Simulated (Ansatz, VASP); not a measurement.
## One calculation of ZrO2, two programs

```
Zr O
1.0
     0.00000    2.52799    2.52799
     2.52799    0.00000    2.52799
     2.52799    2.52799    0.00000
Zr O
1 2
Cartesian
  0.0000 0.0000 0.0000
  3.7920 3.7920 3.7920
  1.2640 1.2640 1.2640
```

Change from the starting cell: volume scaled by 0.98.

Alike in both runs: task single point; functional PBE; k mesh 9 × 9 × 9; occupations fermi-dirac, width 0.05 eV; no spin polarisation.

|  | VASP | Ansatz |
| --- | --- | --- |
| version | VASP 6.6.1 | Ansatz 0.2.0 |
| potentials or method | VASP PAW PBE potentials, release 64 (Zr_sv, O) | Ansatz PAW |
| plane-wave cutoff (eV) | 520 | 420 |
| valence electrons in the cell | 24 | 24 |

|  | VASP | Ansatz | Ansatz less VASP |
| --- | --- | --- | --- |
| gap on the k mesh at the Fermi level (eV) | 3.46 | 3.47 | +0.008 |
| least direct gap on the mesh (eV) | 3.95 | 3.95 | +0.008 |
| pressure (GPa) | 9.3 | 9.0 | -0.35 |

Caveats: an odd mesh through Γ misses points on the zone boundary, where band edges often lie (VASP); odd divisions of the mesh miss points on the zone boundary, where band edges often lie, so the gap on the mesh can be too wide (Ansatz); the pressure holds a Pulay correction of +0.7 GPa for the finite cutoff (Ansatz).
